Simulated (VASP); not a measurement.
**Input and output of a VASP PBE single-point calculation on GaP (strained zincblende)**

INCAR

```
EDIFF = 1E-7
PREC = Accurate
ISIF = 2
GGA = PE
LCHARG = .TRUE.
LREAL = .FALSE.
LASPH = .TRUE.
NSW = 0
SIGMA = 0.02
ENCUT = 520
NBANDS = 16
IBRION = -1
ISMEAR = -1
LELF = .TRUE.
NELM = 120
LWAVE = .FALSE.
```

KPOINTS

```
KPOINTS created by Atomic Simulation Environment
0
Gamma
8 8 8
0 0 0
```

KPOINTS_OPT

```
special points
7
Reciprocal
0.0000000000 0.0000000000 0.0000000000 1
-0.5000000000 -0.5000000000 0.0000000000 1
-0.3750000000 -0.3750000000 0.2500000000 1
-0.3750000000 0.0000000000 0.3750000000 1
0.0000000000 0.0000000000 0.5000000000 1
-0.5000000000 -0.2500000000 0.2500000000 1
0.4192710000 0.4192710000 0.0000000000 1
```

POSCAR

```
Ga P
 1.0000000000000000
     0.0000000000000000    2.7662802841000000    2.6908860909999999
     2.7662802841000000    0.0000000000000000    2.6908860909999999
     2.7662802841000000    2.7662802841000000    0.0000000000000000
 Ga  P
   1   1
Cartesian
  0.0000000000000000  0.0000000000000000  0.0000000000000000
  1.3831401420500000  1.3831401420500000  1.3454430454999999
```

VASP ran with the recommended PBE PAW datasets (18 valence electrons in the cell).

Command

```
mpirun -np 1 vasp_std
```

From OUTCAR

```
k-points           NKPTS =     59   k-points in BZ     NKDIM =     59   number of bands    NBANDS=     16

   NELECT =      18.0000    total number of electrons

   dimension x,y,z NGX =    30 NGY =   30 NGZ =   30
   dimension x,y,z NGXF=    60 NGYF=   60 NGZF=   60

  energy-cutoff  :      520.00
  volume of cell :       41.18
      direct lattice vectors                 reciprocal lattice vectors
     0.000000000  2.766280284  2.690886091    -0.180748134  0.180748134  0.185812399
     2.766280284  0.000000000  2.690886091     0.180748134 -0.180748134  0.185812399
     2.766280284  2.766280284  0.000000000     0.180748134  0.180748134 -0.185812399

 k-points in reciprocal lattice and weights: KPOINTS created by Atomic Simulation Env
   0.00000000  0.00000000  0.00000000       0.002
   0.12500000  0.00000000  0.00000000       0.016
   0.25000000  0.00000000  0.00000000       0.016
   0.37500000  0.00000000  0.00000000       0.016
   0.50000000  0.00000000  0.00000000       0.008
   0.12500000  0.12500000  0.00000000       0.004
   0.25000000  0.12500000  0.00000000       0.016
   0.37500000  0.12500000  0.00000000       0.016
   ...

 E-fermi :   5.0015

 k-point     1 :       0.0000    0.0000    0.0000
  band No.  band energies     occupation
      1     -10.0481      2.00000
      2     -10.0481      2.00000
      3     -10.0398      2.00000
      4      -9.9536      2.00000
      5      -9.9487      2.00000
      6      -7.8835      2.00000
      7       4.4299      2.00000
      8       4.4299      2.00000
      9       4.5760      2.00000
     10       6.1571      0.00000
     11       8.3364      0.00000
     12       8.3974      0.00000
     13       8.3974      0.00000
     14      13.2082      0.00000
     15      13.9981      0.00000
     16      14.4747      0.00000

 k-point     2 :       0.1250    0.0000    0.0000
  band No.  band energies     occupation
      1     -10.0585      2.00000
      2     -10.0436      2.00000
      3     -10.0377      2.00000
      4      -9.9539      2.00000
      5      -9.9485      2.00000
      6      -7.6857      2.00000
      7       2.8510      2.00000
      8       4.1953      2.00000
      9       4.3175      2.00000
     10       6.8300      0.00000
     11       8.6777      0.00000
     12       8.7317      0.00000
     13       8.9403      0.00000
     14      13.4455      0.00000
     15      13.7699      0.00000
     16      14.1298      0.00000

 k-point     3 :       0.2500    0.0000    0.0000
  band No.  band energies     occupation
      1     -10.0859      2.00000
      2     -10.0340      2.00000
      3     -10.0289      2.00000
      4      -9.9533      2.00000
      5      -9.9465      2.00000
      6      -7.1254      2.00000
      7       0.6421      2.00000
      8       3.7504      2.00000
      9       3.9165      2.00000
     10       6.5671      0.00000
     11       9.1813      0.00000
     12       9.2497      0.00000
     13      10.7483      0.00000
     14      13.3858      0.00000
     15      13.4845      0.00000
     16      14.4036      0.00000

 k-point     4 :       0.3750    0.0000    0.0000
  band No.  band energies     occupation
      1     -10.1112      2.00000
      2     -10.0267      2.00000
      3     -10.0218      2.00000
      4      -9.9504      2.00000
      5      -9.9422      2.00000
      6      -6.3465      2.00000
      7      -1.2117      2.00000
      8       3.4036      2.00000
      9       3.6070      2.00000
     10       6.2136      0.00000
     11       9.1823      0.00000
     12       9.3724      0.00000
     13      12.4347      0.00000
     14      14.1809      0.00000
     15      14.6448      0.00000
     16      14.6800      0.00000

 k-point     5 :       0.5000    0.0000    0.0000
  band No.  band energies     occupation
      1     -10.1212      2.00000
      2     -10.0244      2.00000
      3     -10.0196      2.00000
      4      -9.9485      2.00000
      5      -9.9397      2.00000
      6      -5.8732      2.00000
      7      -2.0539      2.00000
      8       3.2783      2.00000
      9       3.4958      2.00000
     10       6.0837      0.00000
     11       9.1034      0.00000
     12       9.3255      0.00000
     13      12.7389      0.00000
     14      15.2230      0.00000
     15      15.9770      0.00000
     16      16.2346      0.00000

 k-point     6 :       0.1250    0.1250    0.0000
  band No.  band energies     occupation
      1     -10.0615      2.00000
      2     -10.0393      2.00000
      3     -10.0393      2.00000
      4      -9.9580      2.00000
      5      -9.9454      2.00000
      6      -7.6113      2.00000
      7       2.9959      2.00000
      8       3.7863      2.00000
      9       3.7863      2.00000
     10       7.3237      0.00000
     11       7.9433      0.00000
     12       9.3167      0.00000
     13       9.3167      0.00000
     14      12.8709      0.00000
     15      14.2532      0.00000
     16      14.5395      0.00000

 k-point     7 :       0.2500    0.1250    0.0000
  band No.  band energies     occupation
      1     -10.0857      2.00000
      2     -10.0296      2.00000
      3     -10.0292      2.00000
      4      -9.9614      2.00000
      5      -9.9420      2.00000
      6      -7.1631      2.00000
      7       1.2392      2.00000
      8       3.2935      2.00000
      9       3.4189      2.00000
     10       7.2910      0.00000
     11       8.3234      0.00000
     12      10.0028      0.00000
     13      10.2259      0.00000
     14      12.6658      0.00000
     15      14.3564      0.00000
     16      15.5438      0.00000

 k-point     8 :       0.3750    0.1250    0.0000
  band No.  band energies     occupation
      1     -10.1096      2.00000
      2     -10.0216      2.00000
      3     -10.0208      2.00000
      4      -9.9604      2.00000
      5      -9.9386      2.00000
      6      -6.4354      2.00000
      7      -0.6521      2.00000
      8       2.9129      2.00000
      9       2.9908      2.00000
     10       7.0805      0.00000
     11       8.9540      0.00000
     12      10.0590      0.00000
     13      10.7978      0.00000
     14      14.1522      0.00000
     15      15.3104      0.00000
     16      15.3632      0.00000

 k-point     9 :       0.5000    0.1250    0.0000
  band No.  band energies     occupation
      1     -10.1223      2.00000
      2     -10.0180      2.00000
      3     -10.0180      2.00000
      4      -9.9551      2.00000
      5      -9.9385      2.00000
      6      -5.7842      2.00000
      7      -1.8687      2.00000
      8       2.5135      2.00000
      9       2.9708      2.00000
     10       6.9246      0.00000
     11       9.0809      0.00000
     12       9.7765      0.00000
     13      12.2877      0.00000
     14      14.5654      0.00000
     15      16.2052      0.00000
     16      16.4478      0.00000

 k-point    10 :      -0.3750    0.1250    0.0000
  band No.  band energies     occupation
      1     -10.1186      2.00000
      2     -10.0203      2.00000
      3     -10.0179      2.00000
      4      -9.9508      2.00000
      5      -9.9437      2.00000
      6      -5.9744      2.00000
      7      -1.5581      2.00000
      8       2.3657      2.00000
      9       3.2309      2.00000
     10       7.0006      0.00000
     11       9.2370      0.00000
     12       9.5746      0.00000
     13      12.4967      0.00000
     14      14.1981      0.00000
     15      14.9043      0.00000
     16      16.4814      0.00000

 k-point    11 :      -0.2500    0.1250    0.0000
  band No.  band energies     occupation
      1     -10.1007      2.00000
      2     -10.0281      2.00000
      3     -10.0209      2.00000
      4      -9.9501      2.00000
      5      -9.9495      2.00000
      6      -6.7318      2.00000
      7      -0.0360      2.00000
      8       2.5560      2.00000
      9       3.6897      2.00000
     10       7.2763      0.00000
     11       9.3683      0.00000
     12       9.4570      0.00000
     13      10.8641      0.00000
     14      12.6865      0.00000
     15      14.8607      0.00000
     16      15.8149      0.00000

 k-point    12 :      -0.1250    0.1250    0.0000
  band No.  band energies     occupation
      1     -10.0772      2.00000
      2     -10.0384      2.00000
      3     -10.0277      2.00000
      4      -9.9513      2.00000
      5      -9.9507      2.00000
      6      -7.3741      2.00000
      7       1.7207      2.00000
      8       3.2533      2.00000
      9       4.1356      2.00000
     10       7.3817      0.00000
     11       8.8819      0.00000
     12       8.8946      0.00000
     13       9.9615      0.00000
     14      12.5556      0.00000
     15      13.8145      0.00000
     16      15.2512      0.00000

 ...

  Total        0.0970172      0.0970172      0.5913294      0.0000000      0.0000000      0.0000000
  in kB        3.7743445      3.7743445     23.0050062      0.0000000      0.0000000      0.0000000
  external PRESSURE =      10.1845650 kB  Pullay stress =       0.0000000 kB

 POSITION                                       TOTAL-FORCE (eV/Angst)
 -----------------------------------------------------------------------------------
      0.00000      0.00000      0.00000         0.000000      0.000000      0.000000
      1.38314      1.38314      1.34544        -0.000000     -0.000000     -0.000000
 -----------------------------------------------------------------------------------
    total drift:                                0.000002      0.000002      0.000002

  FREE ENERGIE OF THE ION-ELECTRON SYSTEM (eV)
  ---------------------------------------------------
  free  energy   TOTEN  =        -9.1191966859 eV

  energy  without entropy=       -9.1191966859  energy(sigma->0) =       -9.11919669
```

| Quantity | Value |
| --- | --- |
| gap between bands v and c | 1.36 eV |
| least direct gap | 1.58 eV |
| pressure | 1.0 GPa |

Band v is the last that the valence electrons fill when counted band by band, and c is the next.

The run took about 40 s on one core of a shared host (Intel Xeon Platinum 8488C) and held 0.21 GiB at most.
